**Question.** A band gap computed with the local density approximation (LDA) usually comes out too small. Is it short by a fixed number of electronvolts or by a fixed fraction of the true gap? The answer decides what such a calculation should give for wurtzite CdSe, the row with question marks.

Kohn-Sham calculations with ABINIT 10.8.3 and the LDA-VWN functional for periodic crystals, without spin polarisation or spin-orbit coupling and with Fermi-Dirac smearing of 0.05 eV. The computed band gap is the distance between the highest filled and the lowest empty level on the listed k-mesh; it is set to zero for a metal.

```
formula  space group  volume of the given cell (Å³/atom)                   potentials or basis  wave cutoff (eV)    k-mesh  computed band gap (eV)  measured band gap (eV)  range of the values found (eV)                                                                                                                 what was measured, and how                         source  computed less measured (eV)
   TePb        Fm-3m                               33.73                      JTH PAW LDA v2.0               463     7x7x7                   0.937                     0.2                    0.19 to 0.32                                                                    band gap at L from dI/dV; scanning tunneling spectroscopy; bulk crystal        arXiv:2304.02844 (2023)                         0.74
   GaSb        F-43m                               28.62                      JTH PAW LDA v2.0               463     8x8x8                       0                   0.812                   0.68 to 0.813  direct gap at T -> 0 K, Eg(0) from Varshni fit to temperature-dependent PL (eq. 3); temperature-dependent photoluminescence; bulk crystal  arXiv:cond-mat/0204296 (2002)                        -0.81
  SnSe2        P-3m1                               25.73                      JTH PAW LDA v2.0               408     8x8x5                   0.671                     1.2                       1 to 1.21                                                     direct optical gap from Tauc plot, 1200 nm film (bulk-like); diffuse reflectance; film             pmc:5680184 (2017)                        -0.53
   InSe          R3m                               29.24                   JTH PAW LDA v2.0 sp               408     8x8x8                   0.238                    1.25                    1.25 to 1.34                                           photoluminescence peak energy (near-band-edge optical emission); photoluminescence; bulk crystal             pmc:6051381 (2018)                        -1.01
   GaAs        F-43m                               22.59                   JTH PAW LDA v2.0 sp               463     8x8x8                   0.294                    1.42                   1.412 to 1.52                         band-edge photoluminescence emission energy of the GaAs substrate; time-integrated photoluminescence; bulk crystal         arXiv:1409.8467 (2014)                        -1.13
    InP        F-43m                               25.17                   JTH PAW LDA v2.0 sp               544     8x8x8                   0.576                    1.42                       one value                                                experimental band gap used for comparison with the calculated gap; not stated; bulk crystal  arXiv:cond-mat/0006134 (2000)                        -0.84
   CdSe       P6_3mc                               28.10                      JTH PAW LDA v2.0               463     7x7x4                       ?                       ?                               ?                                                                                                                                          ?                              ?                            ?
    GaN        F-43m                               11.44  PseudoDojo NC SR LDA v0.4.1 standard              1143  10x10x10                   1.771                    3.23                       one value     absorption onset (direct gap at Gamma) of unexcited film, from imaginary part of dielectric function; spectroscopic ellipsometry; film        arXiv:2206.02223 (2022)                        -1.46
```

**Choosing rows that can be compared**

GaSb, GaAs and GaN make the cleanest set. In each, every atom has four neighbours, as in CdSe, and the gap is direct at Γ, the centre of the Brillouin zone. The calculation also treats the 3d electrons of gallium as active valence electrons in all three. GaN was run with a different family of potentials. All cells came from databases and were not relaxed, and a gap at Γ is sensitive to the volume. The measured gaps also belong to different temperatures: that of GaSb is extrapolated to absolute zero, while that of GaAs is a room-temperature value. Small differences between the three shortfalls therefore carry little meaning.

The printed zero for GaSb hides a number. In the same run, the single level at Γ that should be the conduction edge lies 0.18 eV below the threefold level that should be the valence top. The order of the bands is inverted, and electrons fill the threefold level only in part, so the printed gap is exactly zero. Counted with its sign, the gap is −0.18 eV, and the shortfall against the measured 0.81 eV is 1.00 eV.

TePb is the only complete row with a computed gap above the measured one, but it does not show that LDA overestimates gaps. Its mesh misses the point L, where the gap was measured, so the printed value is an upper bound for this run. Spin-orbit coupling, which is known to narrow this gap strongly, was also left out.

The layered crystals SnSe2 and InSe stay aside too, because their bonding differs. For SnSe2 the printed error sets an indirect computed gap against a direct measured one. The InSe run also warned of overlapping PAW spheres, and the effect of this on its gap was not tested.

**Why the gap falls short**

The true gap is the sum of two costs: that of removing an electron from the crystal and that of adding one. Optical measurements, such as those used here, can lie slightly below it, because the electron and the hole they involve attract each other. A Kohn-Sham calculation replaces the true gap by the distance between the highest filled and the lowest empty level, both taken in one common potential. In the exact theory that potential jumps upward by a constant when an electron is added across the gap. The jump, called the derivative discontinuity, belongs to the true gap but not to the distance between the levels.

LDA has no such jump, and its approximate potential adds an error of its own. The valence and conduction levels therefore sit too close together. The missing energy comes from the way an added electron interacts with the others, and the width of the gap does not set it directly. In a crystal with a small gap it can exceed the whole gap, and then the bands cross, as they do in GaSb.

Theory also suggests why the shortfall should vary somewhat. Electrons that are easily polarised screen an added charge well and lower its cost, and GaSb and GaAs are more polarisable than GaN. The larger shortfall of GaN fits this argument, though the table does not test it separately.

**Amount or fraction?**

The fraction rule fares badly on the three gallium compounds. GaAs keeps about 21% of its measured gap, GaN about 55%, and GaSb has a negative gap, which no positive fraction can produce. The shortfalls are far more alike, running from 1.0 to 1.5 eV. A useful rule is therefore

$$E_\text{calc} \approx E_\text{meas} - D,$$

where $E_\text{calc}$ is the computed gap, $E_\text{meas}$ the measured gap and $D$ one constant energy.

The constant was fitted to the three gallium rows alone and is simply their mean shortfall, $D = 1.19$ eV. When each of these rows is predicted from the other two, the typical miss is 0.3 eV. I take this as the error bar for a new crystal of the same kind, though three rows fix it only roughly. The output printed below the text gives both rules in full.

**What the d electrons do**

CdSe differs from the gallium compounds in one way that matters here: its cation has a shallower d shell. The valence top of a tetrahedral semiconductor is built mainly from p orbitals of the anion. Below it lie the d levels of the cation, and some of these have the same symmetry at Γ. Two levels of the same symmetry repel each other, so the p-like valence top is pushed up. In the cubic crystals the s-like conduction edge has a different symmetry and escapes this push, so the gap narrows. In wurtzite the symmetry is lower and the separation is only approximate, but the main effect is expected to be the same.

The push grows as the two levels approach each other. Cadmium 4d lies nearer the valence top than gallium 3d, and LDA places such d levels too high, which exaggerates the effect. A calculation that freezes the d shell into the core is expected to lose most of this push.

InP offers a hint of this. Its indium 4d shell was frozen, and its shortfall of 0.84 eV is smaller than that of each gallium compound. It also goes against the constant shift, which misses the computed gap of InP by 0.35 eV, while the fraction rule misses it by only 0.07 eV. InP also has a different anion from the other three, so this single row cannot settle the cause.

**Forecast for CdSe**

The measured gap of CdSe at room temperature is roughly 1.7 eV, a recalled value. CdSe took no part in the fit. The constant shift gives

$$1.7 - 1.19 \approx 0.5\ \text{eV}.$$

I lower this by 0.1 eV for the shallower d shell of cadmium. The measured gap already contains the real repulsion, so only its exaggeration by LDA counts here. That gives the direction; the amount is a judgement.

The forecast is a small, open, direct gap of about 0.4 eV, with a range from 0.1 to 0.7 eV. It assumes that the 4d electrons of cadmium are active in the calculation. If they were frozen, the gap should be larger. The fraction rule, fitted to the same three rows, would give 0.78 eV, just above this range. Its own typical miss, when each gallium row is predicted from the other two, is 0.9 eV. One crystal can therefore favour one of the rules but cannot exclude the other.

**The computed value**

The withheld rows as computed:

```
formula  space group  volume of the given cell (Å³/atom)  potentials or basis  wave cutoff (eV)  k-mesh  computed band gap (eV)  measured band gap (eV)  range of the values found (eV)                                                           what was measured, and how              source  computed less measured (eV)
   CdSe       P6_3mc                               28.10     JTH PAW LDA v2.0               463   7x7x4                   0.419                    1.72                    1.71 to 1.76  direct optical gap from Tauc plot, film grown at 200 C; UV-Vis-NIR absorption; film  pmc:8232614 (2021)                        -1.30
```

The computed gap is 0.42 eV, close to the forecast and well inside its range. The fraction rule lies 0.36 eV too high. For this crystal, then, the fixed amount is the better guide, as it was for the gallium compounds. The table confirms that the gap is small and open. The output of the run settles two further points of the forecast. Both band edges lie at Γ, so the gap is direct on the mesh, and cadmium entered with 12 valence electrons, which include its 4d shell. The atoms were not relaxed, however. Forces of about 0.26 eV/Å remained on them, and the effect of relaxation on the gap was not tested.

The close agreement should not be read as the accuracy of the method. Without the lowering by judgement, the rule would have been 0.09 eV too high. That is less than the scatter among the gallium rows, so the result cannot confirm that the d electrons were the right reason for the correction. What it supports is the coarser statement that the shortfall again lies between 1.0 and 1.5 eV.

One omission makes the calculation look better than it is. Spin-orbit coupling splits the p-like valence top and raises its upper part, which brings it closer to the conduction edge. It was left out of every run. Including it would make the computed gap of CdSe smaller still and the inversion of GaSb deeper. Among the gallium compounds the effect is expected to be largest in GaSb, smaller in GaAs and very small in GaN, because the splitting grows with the weight of the anion. Their three shortfalls would then lie closer together.

**What to take to the next crystal**

For a tetrahedral semiconductor with a direct gap at Γ, much like these four, subtracting about 1.2 eV from the measured gap gives a first guess of what LDA without spin-orbit coupling will print. The rule is not general: zinc oxide, where repulsion from the d shell is strong, is known to fall short by much more, and so are wide-gap insulators such as magnesium oxide. If the guess is near zero or below, a computed "metal" may well be a semiconductor whose bands have crossed. GaSb is the example here. A percentage correction fails in just these cases, because a gap printed as zero stays zero whatever it is multiplied by.

Missing spin-orbit coupling should account for part of the spread around the constant; the rest remains open. The shortfall of CdSe lies between those of GaAs and GaN. A d-shell repulsion that LDA exaggerates more would enlarge it relative to GaAs, and so would weaker screening, since CdSe is also less polarisable than GaAs. Two calculations of CdSe that differ only in whether cadmium 4d is active or frozen would show the size of the whole push. LDA's exaggeration of it, the only part that adds to the shortfall, should be smaller.

Output of the analysis:

```
GaSb signed gap at Gamma, eV: -0.184
GaSb signed gap less measured, eV: -0.996
GaAs computed gap as percent of measured: 20.7
GaN computed gap as percent of measured: 54.83
SnSe2 direct gap on the mesh less measured direct gap, eV: -0.3222
fit of d on 3 rows (ga): constant -1.194 +/- 0.14; rms 0.195, worst GaN 0.265, leave-one-out rms 0.292
  rows outside the fit (model, value, miss): TePb -1.194, 0.737, -1.93; SnSe2 -1.194, -0.529, -0.665; InSe -1.194, -1.012, -0.182; InP -1.194, -0.844, -0.35; CdSe -1.194, -1.281, 0.0873
fit of g on 3 rows (ga): coefficient of x 0.4568 +/- 0.14; rms 0.417, worst GaSb 0.555, leave-one-out rms 0.933
  rows outside the fit (model, value, miss): TePb 0.09137, 0.937, -0.846; SnSe2 0.5482, 0.671, -0.123; InSe 0.571, 0.238, 0.333; InP 0.6487, 0.576, 0.0727; CdSe 0.7766, 0.419, 0.358
InP error less mean error of the Ga rows, eV: 0.3497
CdSe gap from the constant shift alone, eV: 0.5063
CdSe forecast after lowering by 0.1 eV, eV: 0.4063
CdSe lower end of the forecast range, eV: 0.1063
CdSe upper end of the forecast range, eV: 0.7063
CdSe gap from the constant fraction, eV: 0.7766
CdSe computed gap, eV: 0.419
CdSe forecast less computed gap, eV: -0.01267
CdSe constant-fraction value less computed gap, eV: 0.3576
CdSe constant-shift value if the listed measured gap replaces 1.7 eV, eV: 0.5263
```
